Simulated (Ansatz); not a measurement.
# Ge (I4_1/amd) in Ansatz: notebook

Runs on Ge. Level: LDA. Tasks: band structure, single point, equation of state.

All numbers are computed with Ansatz 0.2.0; they aren't measurements. Logs are shortened: lines on timing, memory, paths and dates and some standing lists are left out, and cuts for length are marked.

## 1. The crystal as given

Symmetry: I4_1/amd, No. 141, tetragonal system. Conventional cell: a = 5.149 Å, b = 5.149 Å, c = 2.795 Å, α = 90.00°, β = 90.00°, γ = 90.00°. Ge (site symmetry -4m2) has 6 Ge at 2.67 to 2.79 Å as nearest neighbours.

This isn't the form of Ge at room conditions, which is diamond.

## 2. Band structure, LDA

File input.yaml:

```yaml
crystal:
  lattice:
    - [-2.574489719, 2.574489719, 1.3974126432]
    - [2.574489719, -2.574489719, 1.3974126432]
    - [2.574489719, 2.574489719, -1.3974126432]
  atoms:
    - { symbol: Ge, position: [0.5, 0.5, 0.0] }
    - { symbol: Ge, position: [0.25, 0.75, 0.5] }
hamiltonian:
  xc: lda
  pseudopotentials: { kind: paw }
kpoints:
  mp_grid: { grid: [11, 11, 11] }
  band_path:
    path:
      - [[0.0, 0.0, 0.0], [0.0, 0.0, 0.5], [-0.5, 0.5, 0.5], [0.0, 0.0, 0.0], [0.323655812, 0.323655812, -0.323655812], [0.25, 0.25, 0.25], [0.0, 0.5, 0.0], [-0.323655812, 0.676344188, 0.323655812], [-0.5, 0.5, 0.5]]
      - [[0.0, 0.0, 0.5], [0.25, 0.25, 0.25]]
    npoints: 14
scf:
  occupations: { method: fermi_dirac, width: 0.05 }
  n_extra_bands: 6
output:
  forces: true
  stress: true
  eigenvalues: true
  fatbands: true
```

Potentials or basis: Ansatz PAW.

Command:

```sh
$ ansatz run input.yaml --threads 2 --pin off --max-ram 5632MiB --backend cpu --events-out ev --progress --plain --runs-dir out
```

Log:

```text
Warning: RAYON_NUM_THREADS=2 ignored (pool sized by the plan → 2); use --threads N
scf.n_extra_bands = 6 over 14 filled bands (N_el = 28.0): the run solves 20 bands
Engine: ansatz 0.2.0, aarch64-unknown-linux-gnu
Pseudopotentials: kind: paw
Pseudopotential: Ge, paw, valence charge 14, recommended cutoff 420 eV (normal), Ge.paw.azcp
Functional definition: SPW92
  exchange = slater_x
  correlation = pw_c
Crystal: 2 atoms, lattice volume = 37.048 Å³
Basis set: ecut = 420 eV, 733 PW (Γ)
Bands: 20, of which v1, the nominal top of the filled ones, is band 14 counted from 1 (13 counted from 0)
Symmetry: 16 space group operations
Space group: I41/amd (ITA 141), of the structure as read, at distance tolerance 3.3e-5 Å
k-points: 126 of 1331
Non-local potential: Ge, projectors of the file, l = 0: 2, l = 1: 2, l = 2: 3, l = 3: 1
PAW form: soft (Blöchl's): semilocal exchange-correlation on the pseudo side does not see the compensation charge
PAW frozen core: Ge, regenerated for the run's functional, and the local potential with it (the file was generated under x = pbe(κ = 0.804, μ = 0.2195149727645171), c = pbe(β = 0.06672455060314922))
PAW one-centre angular grid: Ge, 590 points (default); XC on 64 Gauss nodes
Initial density: superposition of atomic densities (neutral atoms: chi_scale 0, normalization atom), corrected by the library's trained network
Initial wavefunctions: pseudopotential atomic-orbital guess
Functional: x = slater, c = lda
SCF iter   1: F=—  HF=-8431.075696 eV  |F-HF|=—  |Δ(HF+E_count)|=         —  Δρ=5.51e-3  dr2=4.96e-3  ethr=1.77e-3  ⟨swp⟩=5.7  Hψ=11547  notcnv=0  defer=37
preconditioner: auto → Kerker (q_TF=auto, 2.604 Å⁻¹)  [metal: Δε(μ)=0.039 eV  Ē_g=25.579 eV  σ=0.050 eV  W_gap=0.19  n_scr=16 (ndim 8)  ℏωp=32.3 eV  f_vac=0.000  D(μ)=0.99/eV (n_scr^D=4)]
SCF iter   2: F=—  HF=-8431.073382 eV  |F-HF|=—  |Δ(HF+E_count)|=   2.31e-3  Δρ=3.05e-3  dr2=2.07e-3  ethr=1.77e-5  ⟨swp⟩=2.4  Hψ=5043  notcnv=0  defer=54
SCF iter   3: F=—  HF=-8431.072802 eV  |F-HF|=—  |Δ(HF+E_count)|=   5.80e-4  Δρ=9.04e-4  dr2=2.28e-4  ethr=7.41e-6  ⟨swp⟩=1.0  Hψ=2379  notcnv=0  defer=54
SCF iter   4: F=—  HF=-8431.072696 eV  |F-HF|=—  |Δ(HF+E_count)|=   1.07e-4  Δρ=2.38e-4  dr2=1.38e-5  ethr=8.15e-7  ⟨swp⟩=2.1  Hψ=3968  notcnv=0  defer=54
SCF iter   5: F=—  HF=-8431.072691 eV  |F-HF|=—  |Δ(HF+E_count)|=   4.85e-6  Δρ=6.46e-5  dr2=6.68e-7  ethr=4.93e-8  ⟨swp⟩=2.0  Hψ=4145  notcnv=0  defer=54
SCF iter   6: F=-8431.072690 eV  HF=-8431.072690 eV  |F-HF|=6.30e-8  |Δ(HF+E_count)|=   4.14e-7  Δρ=1.26e-5  dr2=5.28e-8  ethr=3.57e-10  ⟨swp⟩=7.1  Hψ=11984  notcnv=0
SCF 1 converged in 6 iterations: F = -8431.072690 eV  dr2 = 5.28e-8
NSCF: frozen V_eff on 128 k-points
SCF converged after 6 iterations
Free energy (F): -8431.072690 eV
Harris-Foulkes:  -8431.072690 eV  (|F-HF|=6.30e-8)
Internal energy: -8431.064864 eV  (E = F + TS)
E sigma→0 (E₀):  -8431.068777 eV
Entropy (-TS):   -0.007827 eV (-3.913 meV/atom)
Fermi energy:    10.858207 eV
--- Per-component energies (eV) ---
  E_band       = -232.756060
  E_kinetic    = 223.194731
  E_local      = -4299.605234  (includes V_loc(G=0)·N_el)
  E_nonlocal   = 838.720607
  E_hartree    = 1880.708501
  E_xc         = -151.123593
  E_vxc        = -131.049107  (∫ρ·V_xc dr)
  E_paw        = -3877.974335  (= ΣΔE_a)
  E_vpaw       = -625.424629  (= ΣTr[D̂ρ^β])
  E_aug_tail   = 0.000558  (compensation charges beyond the density's cutoff)
  E_ewald      = -3048.802751
  E_core_change = 3.816652  (= ΣΔE_core)
  E_smearing   = -0.007827  (= −TS)
  E_closure    = 0.000000  (closes the sum)
  Σ components = -8431.072690   (vs F -8431.072690, Δ=0.00e0)
--- Forces (eV/Å), atoms counted from 1 ---
  atom   1  Ge     0.00000000     0.00000000     0.00000000
  atom   2  Ge     0.00000000     0.00000000     0.00000000
  max |Σ_I F_I| component: 2.08e-17 eV/Å
--- Stress (GPa, compression-positive) ---
       -2.365335      -0.000000       0.000000
       -0.000000      -2.365335       0.000000
        0.000000      -0.000000      -2.664864
  P = ⅓ Tr σ = -2.4652 GPa (-24.652 kbar)
--- Band table (eV; the first three rows and the last of 126) ---
  k-point 0: bands = ["-13.9631", "-13.9184", "-13.8874", "-13.8859", "-13.7807", "-13.7807", "-13.7743", "-13.7743", "-13.7129", "-13.6464", "-2.4610", "6.6679", "8.5309", "8.5309", "14.2212", "18.3670", "18.3670", "18.9135", "19.1025", "22.4225"]
  k-point 1: bands = ["-13.9587", "-13.9192", "-13.8886", "-13.8834", "-13.7827", "-13.7784", "-13.7731", "-13.7727", "-13.7155", "-13.6510", "-2.3700", "5.8947", "8.6308", "9.0969", "14.6882", "17.4067", "17.8815", "19.0162", "19.1845", "23.0496"]
  k-point 2: bands = ["-13.9458", "-13.9212", "-13.8954", "-13.8719", "-13.7888", "-13.7727", "-13.7703", "-13.7679", "-13.7233", "-13.6640", "-2.0970", "4.5602", "8.9295", "9.9028", "15.9795", "15.9935", "16.7944", "18.8068", "19.0727", "23.0756"]
  k-point 125: bands = ["-13.9245", "-13.9241", "-13.8085", "-13.7972", "-13.7870", "-13.7833", "-13.7778", "-13.7706", "-13.7706", "-13.7682", "1.6447", "1.9687", "5.0312", "5.3582", "17.0112", "17.0203", "21.2240", "21.5964", "26.0089", "26.0322"]
```

Wall time 5.1 s (2 threads of Arm Neoverse V1, shared host); peak memory 0.34 GiB.

Results:

```yaml
Free_energy: -8431.0727 eV
Pressure: -2.5 GPa
Band_gap_on_the_k_mesh: none (metal or under the smearing width)
```

Levels at the corners of the path, in eV from the Fermi level:
```csv
point,band 10,band 11,band 12,band 13,band 14,band 15,band 16,band 17,band 18,band 19
Γ,-24.50,-13.32,-4.19,-2.33,-2.33,3.36,7.51,7.51,8.06,8.24
X,-24.59,-10.59,-10.59,0.61,0.61,1.88,1.88,7.46,7.46,11.43
M,-24.63,-8.93,-8.93,-5.87,-5.87,6.13,6.13,10.86,10.86,15.32
Γ,-24.50,-13.32,-4.19,-2.33,-2.33,3.36,7.51,7.51,8.06,8.24
Z,-24.56,-7.51,-6.52,-3.78,-3.57,-3.57,3.70,6.63,6.63,10.93
P,-24.57,-6.94,-6.94,-4.30,-4.30,4.20,4.20,4.81,4.81,8.18
N,-24.55,-8.10,-6.40,-2.70,-2.00,-1.34,2.54,3.51,5.46,8.81
Z1,-24.56,-7.51,-6.52,-3.78,-3.57,-3.57,3.70,6.63,6.63,10.93
M,-24.63,-8.93,-8.93,-5.87,-5.87,6.13,6.13,10.86,10.86,15.32
X,-24.59,-10.59,-10.59,0.61,0.61,1.88,1.88,7.46,7.46,11.43
P,-24.57,-6.94,-6.94,-4.30,-4.30,4.20,4.20,4.81,4.81,8.18
```

Caveat: the PAW data sets come from PBE, with cores solved anew for the run's functional, which leaves a small shift of forces and pressure.

## 3. Single point, LDA, 17.41 Å³/atom (volume scaled by 0.94)

File input.yaml:

```yaml
crystal:
  lattice:
    - [-2.5219343658, 2.5219343658, 1.3688860134]
    - [2.5219343658, -2.5219343658, 1.3688860134]
    - [2.5219343658, 2.5219343658, -1.3688860134]
  atoms:
    - { symbol: Ge, position: [0.5, 0.5, 0.0] }
    - { symbol: Ge, position: [0.25, 0.75, 0.5] }
hamiltonian:
  xc: lda
  pseudopotentials: { kind: paw }
kpoints:
  mp_grid: { grid: [11, 11, 11] }
scf:
  occupations: { method: fermi_dirac, width: 0.05 }
output:
  forces: true
  stress: true
  eigenvalues: true
```

Potentials or basis: Ansatz PAW.

Command:

```sh
$ ansatz run input.yaml --threads 2 --pin off --max-ram 5632MiB --backend cpu --events-out ev --progress --plain --runs-dir out
```

Log:

```text
Warning: RAYON_NUM_THREADS=2 ignored (pool sized by the plan → 2); use --threads N
[... 6 set-up lines as earlier in the session ...]
Crystal: 2 atoms, lattice volume = 34.825 Å³
Basis set: ecut = 420 eV, 681 PW (Γ)
Bands: 18, of which v1, the nominal top of the filled ones, is band 14 counted from 1 (13 counted from 0)
[... 2 set-up lines as earlier in the session ...]
k-points: 126 of 1331
[... 27 lines left out ...]
  E_nonlocal   = 839.713823
  E_hartree    = 1843.008888
  E_xc         = -152.098853
  E_vxc        = -132.326633  (∫ρ·V_xc dr)
  E_paw        = -3878.674324  (= ΣΔE_a)
  E_vpaw       = -626.671284  (= ΣTr[D̂ρ^β])
  E_aug_tail   = 0.000690  (compensation charges beyond the density's cutoff)
  E_ewald      = -3112.337674
  E_core_change = 3.816652  (= ΣΔE_core)
  E_smearing   = -0.007747  (= −TS)
  E_closure    = 0.000000  (closes the sum)
  Σ components = -8431.073513   (vs F -8431.073513, Δ=0.00e0)
--- Forces (eV/Å), atoms counted from 1 ---
  atom   1  Ge    -0.00000000     0.00000000     0.00000000
  atom   2  Ge     0.00000000     0.00000000     0.00000000
  max |Σ_I F_I| component: 0.00e0 eV/Å
--- Stress (GPa, compression-positive) ---
        2.663942       0.000000      -0.000000
        0.000000       2.663942       0.000000
       -0.000000       0.000000       2.549791
  P = ⅓ Tr σ = 2.6259 GPa (26.259 kbar)
--- Band table (eV; the first three rows and the last of 126) ---
  k-point 0: bands = ["-13.0556", "-13.0009", "-12.9692", "-12.9647", "-12.8370", "-12.8370", "-12.8296", "-12.8296", "-12.7572", "-12.6798", "-2.0287", "7.8589", "9.3264", "9.3264", "15.0661", "19.7707", "19.7707", "20.3912"]
  k-point 1: bands = ["-13.0504", "-13.0020", "-12.9678", "-12.9643", "-12.8393", "-12.8343", "-12.8282", "-12.8277", "-12.7604", "-12.6853", "-1.9330", "6.9077", "9.4321", "10.0468", "15.5666", "18.7280", "19.2536", "20.5053"]
  k-point 2: bands = ["-13.0351", "-13.0044", "-12.9756", "-12.9503", "-12.8467", "-12.8276", "-12.8248", "-12.8221", "-12.7697", "-12.7007", "-1.6457", "5.4291", "9.7478", "10.9340", "16.9649", "17.1990", "18.1059", "20.2599"]
  k-point 125: bands = ["-13.0084", "-13.0078", "-12.8744", "-12.8618", "-12.8460", "-12.8415", "-12.8334", "-12.8259", "-12.8251", "-12.8225", "2.3776", "2.7508", "5.5950", "5.9709", "18.2652", "18.2747", "22.9010", "23.3003"]
```

Wall time 2.2 s (2 threads of Arm Neoverse V1, shared host); peak memory 0.34 GiB.

What came out:

```yaml
Free_energy: -8431.0735 eV
Pressure: 2.6 GPa
Band_gap_on_the_k_mesh: none (metal or under the smearing width)
```

Caveat: the PAW data sets come from PBE, with cores solved anew for the run's functional, which leaves a small shift of forces and pressure.

## 4. Single point, LDA, 17.78 Å³/atom (volume scaled by 0.96)

Edit input.yaml of step 3 so:

```diff
@@ -2,5 +2,5 @@
   lattice:
-    - [-2.5219343658, 2.5219343658, 1.3688860134]
-    - [2.5219343658, -2.5219343658, 1.3688860134]
-    - [2.5219343658, 2.5219343658, -1.3688860134]
+    - [-2.5396950521, 2.5396950521, 1.3785263734]
+    - [2.5396950521, -2.5396950521, 1.3785263734]
+    - [2.5396950521, 2.5396950521, -1.3785263734]
   atoms:
```

Command:

```sh
$ ansatz run input.yaml --threads 2 --pin off --max-ram 5632MiB --backend cpu --events-out ev --progress --plain --runs-dir out
```

It took 2.5 s on 2 threads of Arm Neoverse V1, shared host; peak memory 0.34 GiB.

Results (log left out):

| Item | Value |
| --- | --- |
| Free energy | -8431.0812 eV |
| Pressure | 0.7 GPa |
| Band gap on the k mesh | none (metal or under the smearing width) |

Caveat: the PAW data sets come from PBE, with cores solved anew for the run's functional, which leaves a small shift of forces and pressure.

## 5. Single point, LDA, 18.15 Å³/atom (volume scaled by 0.98)

Edit input.yaml of step 4 so:

```diff
@@ -2,5 +2,5 @@
   lattice:
-    - [-2.5396950521, 2.5396950521, 1.3785263734]
-    - [2.5396950521, -2.5396950521, 1.3785263734]
-    - [2.5396950521, 2.5396950521, -1.3785263734]
+    - [-2.5572107439, 2.5572107439, 1.3880337523]
+    - [2.5572107439, -2.5572107439, 1.3880337523]
+    - [2.5572107439, 2.5572107439, -1.3880337523]
   atoms:
```

Command:

```sh
$ ansatz run input.yaml --threads 2 --pin off --max-ram 5632MiB --backend cpu --events-out ev --progress --plain --runs-dir out
```

It took 2.6 s on 2 threads of Arm Neoverse V1, shared host; peak memory 0.34 GiB.

It converged, with:

| Quantity | Value |
| --- | --- |
| Free energy | -8431.0806 eV |
| Pressure | -0.9 GPa |
| Band gap on the k mesh | none (metal or under the smearing width) |

Caveat: the PAW data sets come from PBE, with cores solved anew for the run's functional, which leaves a small shift of forces and pressure.

## 6. Single point, LDA, 18.52 Å³/atom

Edit input.yaml of step 5 so:

```diff
@@ -2,5 +2,5 @@
   lattice:
-    - [-2.5572107439, 2.5572107439, 1.3880337523]
-    - [2.5572107439, -2.5572107439, 1.3880337523]
-    - [2.5572107439, 2.5572107439, -1.3880337523]
+    - [-2.574489719, 2.574489719, 1.3974126432]
+    - [2.574489719, -2.574489719, 1.3974126432]
+    - [2.574489719, 2.574489719, -1.3974126432]
   atoms:
```

Potentials or basis: Ansatz PAW.

Command:

```sh
$ ansatz run input.yaml --threads 2 --pin off --max-ram 5632MiB --backend cpu --events-out ev --progress --plain --runs-dir out
```

Run time: 2.6 s. Hardware: 2 threads of Arm Neoverse V1, shared host; peak memory 0.34 GiB.

The run converged. Its results:

| Quantity | Value |
| --- | --- |
| Free energy | -8431.0727 eV |
| Pressure | -2.5 GPa |
| Band gap on the k mesh | none (metal or under the smearing width) |

Caveat: the PAW data sets come from PBE, with cores solved anew for the run's functional, which leaves a small shift of forces and pressure.

## 7. Single point, LDA, 18.89 Å³/atom (volume scaled by 1.02)

File input.yaml:

```yaml
crystal:
  lattice:
    - [-2.5915398167, 2.5915398167, 1.4066673013]
    - [2.5915398167, -2.5915398167, 1.4066673013]
    - [2.5915398167, 2.5915398167, -1.4066673013]
  atoms:
    - { symbol: Ge, position: [0.5, 0.5, 0.0] }
    - { symbol: Ge, position: [0.25, 0.75, 0.5] }
hamiltonian:
  xc: lda
  pseudopotentials: { kind: paw }
kpoints:
  mp_grid: { grid: [11, 11, 11] }
scf:
  occupations: { method: fermi_dirac, width: 0.05 }
output:
  forces: true
  stress: true
  eigenvalues: true
  write_density: true
  write_potential: true
  elf: true
  volumetric_format: npy
```

Command:

```sh
$ ansatz run input.yaml --threads 2 --pin off --max-ram 5632MiB --backend cpu --events-out ev --progress --plain --runs-dir out
```

It took 3.6 s on 2 threads of Arm Neoverse V1, shared host; peak memory 0.35 GiB.

Results (log left out):

* Free energy: -8431.0581 eV
* Pressure: -3.8 GPa
* Band gap on the k mesh: none (metal or under the smearing width)

Caveat: the PAW data sets come from PBE, with cores solved anew for the run's functional, which leaves a small shift of forces and pressure.

## 8. Single point, LDA, 19.27 Å³/atom (volume scaled by 1.04)

File input.yaml:

```yaml
crystal:
  lattice:
    - [-2.6083684688, 2.6083684688, 1.4158017605]
    - [2.6083684688, -2.6083684688, 1.4158017605]
    - [2.6083684688, 2.6083684688, -1.4158017605]
  atoms:
    - { symbol: Ge, position: [0.5, 0.5, 0.0] }
    - { symbol: Ge, position: [0.25, 0.75, 0.5] }
hamiltonian:
  xc: lda
  pseudopotentials: { kind: paw }
kpoints:
  mp_grid: { grid: [11, 11, 11] }
scf:
  occupations: { method: fermi_dirac, width: 0.05 }
output:
  forces: true
  stress: true
  eigenvalues: true
```

Command:

```sh
$ ansatz run input.yaml --threads 2 --pin off --max-ram 5632MiB --backend cpu --events-out ev --progress --plain --runs-dir out
```

It took 2.7 s on 2 threads of Arm Neoverse V1, shared host; peak memory 0.34 GiB.

Results (log left out):

- Free energy: -8431.0375 eV
- Pressure: -5.0 GPa
- Band gap on the k mesh: none (metal or under the smearing width)

Caveat: the PAW data sets come from PBE, with cores solved anew for the run's functional, which leaves a small shift of forces and pressure.

## 9. Single point, LDA, 19.64 Å³/atom (volume scaled by 1.06)

Edit input.yaml of step 8 so:

```diff
@@ -2,5 +2,5 @@
   lattice:
-    - [-2.6083684688, 2.6083684688, 1.4158017605]
-    - [2.6083684688, -2.6083684688, 1.4158017605]
-    - [2.6083684688, 2.6083684688, -1.4158017605]
+    - [-2.6249827287, 2.6249827287, 1.4248198492]
+    - [2.6249827287, -2.6249827287, 1.4248198492]
+    - [2.6249827287, 2.6249827287, -1.4248198492]
   atoms:
```

Potentials or basis: Ansatz PAW.

Command:

```sh
$ ansatz run input.yaml --threads 2 --pin off --max-ram 5632MiB --backend cpu --events-out ev --progress --plain --runs-dir out
```

Wall time 2.7 s (2 threads of Arm Neoverse V1, shared host); peak memory 0.34 GiB.

It converged, with:

| Property | Result |
| --- | --- |
| Free energy | -8431.0116 eV |
| Pressure | -6.1 GPa |
| Band gap on the k mesh | none (metal or under the smearing width) |

Caveat: the PAW data sets come from PBE, with cores solved anew for the run's functional, which leaves a small shift of forces and pressure.

## 10. Equation of state, LDA

No new run: the results of the series are fitted here.

Results:

| Item | Value |
| --- | --- |
| Equilibrium volume | 17.94 Å³/atom |
| Bulk modulus at fixed shape and positions | 82 GPa |
| Pressure derivative of the bulk modulus | 4.3 |

Energy against volume, from the lowest point:
| volume (Å³/atom) | energy (meV/atom) |
| --- | --- |
| 17.413 | 3.85 |
| 17.783 | 0.00 |
| 18.154 | 0.28 |
| 18.524 | 4.26 |
| 18.895 | 11.56 |
| 19.265 | 21.85 |
| 19.636 | 34.80 |

Caveat: the cell was scaled at fixed shape and fractional positions, which overstates the stiffness of a crystal with free parameters, most of all of layers and chains.
